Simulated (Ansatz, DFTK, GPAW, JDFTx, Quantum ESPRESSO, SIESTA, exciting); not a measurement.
**C: programs and potentials compared**

```
CELL_PARAMETERS angstrom
0.00000 1.78337 1.78337
1.78337 0.00000 1.78337
1.78337 1.78337 0.00000
ATOMIC_POSITIONS crystal
C 0.75000 0.75000 0.75000
C 0.50000 0.50000 0.50000
```

Alike in all runs: task band structure; functional LDA; k mesh 13 × 13 × 13; occupations fermi-dirac, width 0.05 eV; no spin polarisation; no spin-orbit coupling. LDA stands for any of its common fits. Pressure is positive in compression and, in plane waves, holds the error of the finite cutoff. Gaps are the smaller of the mesh's and the band path's.

```csv
program and potentials,plane-wave cutoff (eV),notes,band gap (eV),pressure (GPa)
"DFTK, SG15 1.2 (PBE)",1225,potentials made for PBE,3.95,-2.91
"JDFTx, SG15-PBE-1.2 with smoothed tails",1361,potentials made for PBE,3.95,-
"SIESTA, files PseudoDojo sr-lda-0.4.1-standard, DZP (energy shift 0.003 Ry)",-,atomic basis,4.23,-3.08
"JDFTx, PseudoDojo-SR-LDA-0.4.1-standard with smoothed tails",1116,-,4.14,-
"Quantum ESPRESSO, SG15 PBE 1.2",1197,potentials made for PBE,3.94,-2.17
"JDFTx, PseudoDojo-SR-LDA-0.4.1-standard",1116,-,4.14,-
"Ansatz, all-electron LAPW, scalar-relativistic",-,-,4.11,-12.98
"Quantum ESPRESSO, PseudoDojo 0.4.1 SR LDA standard",1116,-,4.14,-11.21
"GPAW, the program's PAW data sets (release 1.2.1) made for this functional",800,-,4.10,-13.48
"SIESTA, files PseudoDojo sr-lda-0.4.1-standard, DZP (energy shift 0.002 Ry)",-,atomic basis,4.24,-3.32
"exciting, all-electron LAPW+lo, shipped species files, valence relativity iora*",-,-,4.11,-
```

The band gap spans 3.94 (Quantum ESPRESSO, SG15 PBE 1.2) to 4.24 eV (SIESTA, files PseudoDojo sr-lda-0.4.1-standard, DZP (energy shift 0.002 Ry)), with all-electron results at 4.11. The pressure spans -13.48 (GPAW, the program's PAW data sets (release 1.2.1) made for this functional) to -2.17 GPa (Quantum ESPRESSO, SG15 PBE 1.2), with all-electron results at -12.98. The pressure on the cell as given of Ansatz, all-electron LAPW, scalar-relativistic; Quantum ESPRESSO, PseudoDojo 0.4.1 SR LDA standard; GPAW, the program's PAW data sets (release 1.2.1) made for this functional lies far from the others; the cause wasn't traced. The paths' points differ, which is worth about 0.01 eV. Rows in atomic bases carry the error of their basis and grid, which can be large.

The functional is the same throughout but for its coding, so the spread measures potentials, basis and numerics; runs on potential files found faulty are left out.
